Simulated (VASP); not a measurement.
Ca:

```
CELL_PARAMETERS angstrom
-2.09649 2.10173 2.44535
2.09649 -2.10173 2.44535
2.09649 2.10173 -2.44535
ATOMIC_POSITIONS crystal
Ca 0.50000 0.50000 0.00000
```

This isn't the form of Ca at room conditions, which is fcc.

```yaml
Program: VASP 6.6.1
Task: single point
Functional: PBE
Potentials_or_basis: VASP PAW PBE potentials, release 64 (Ca_sv)
Cutoff: 520 eV
k_mesh: 9 × 9 × 9
Occupations: fermi-dirac, width 0.05 eV
Spin: no spin polarisation
```

On this cell: pressure -0.4 GPa; band gap on the k mesh none (metal or under the smearing width).

The same run follows on a disturbed copy (cell strained at random at fixed volume):

```
Ca
1.0
    -2.09397    2.12784    2.41316
     2.17093   -2.12637    2.47787
     2.03337    2.06593   -2.41189
Ca
1
Direct
  0.50379 0.51210 0.00380
```

What does the disturbed cell give?

The energy (extrapolated to zero smearing) moves by +2.5 meV/atom; pressure -0.4 GPa; band gap on the k mesh none (metal or under the smearing width).

Stress tensor (GPa, compression positive):
```
-0.51  0.28 -0.42
 0.28 -0.44 -0.05
-0.42 -0.05 -0.17
```
